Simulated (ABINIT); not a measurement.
Crystal: PtSe2 (Sudovikovite).

```
CELL_PARAMETERS angstrom
3.72400 0.00000 0.00000
-1.86200 3.22508 0.00000
0.00000 0.00000 5.06200
ATOMIC_POSITIONS crystal
Pt 0.00000 0.00000 0.00000
Se 0.66667 0.33333 0.75000
Se 0.33333 0.66667 0.25000
```

- Program: ABINIT 10.8.3 (patched build)
- Task: relaxation of cell and atoms
- Functional: LDA
- Potentials or basis: JTH PAW LDA v2.0
- Cutoff: 435 eV
- k mesh: 8 × 8 × 5
- Occupations: fermi-dirac, width 0.05 eV
- Spin: no spin polarisation

At the start: pressure -0.0 GPa; volume 20.27 Å³/atom.

How do energy, volume and symmetry change on relaxing?

Over 9 steps the energy falls by 13.8 meV/atom and the volume is 19.21 Å³/atom (-5.2 %); space group P-3m1 (No. 164, to 0.05 Å).

Step by step:
| step | energy change (eV) | largest force (eV/Å) | pressure (GPa) | volume (Å³) |
| --- | --- | --- | --- | --- |
| 1 | 0.0000 | 0.2712 | -0.02 | 60.80 |
| 2 | -0.0018 | 0.2425 | -0.24 | 60.79 |
| 3 | 0.1523 | 1.4152 | -7.08 | 58.00 |
| 4 | -0.0175 | 0.0978 | -1.01 | 60.16 |
| 5 | -0.0242 | 0.1235 | -0.50 | 59.60 |
| 6 | -0.0357 | 0.1413 | 2.11 | 56.63 |
| 7 | -0.0403 | 0.1187 | 0.47 | 57.77 |
| 8 | -0.0411 | 0.0685 | 0.33 | 57.66 |
| 9 | -0.0415 | 0.0007 | 0.02 | 57.62 |

Final structure:
```
CELL_PARAMETERS angstrom
3.74195 0.00000 0.00000
-1.87097 3.24062 0.00000
0.00000 0.00000 4.75161
ATOMIC_POSITIONS crystal
Pt 0.00000 0.00000 0.00000
Se 0.66667 0.33333 0.73324
Se 0.33333 0.66667 0.26676
```

Caveat: the atomic spheres overlap.
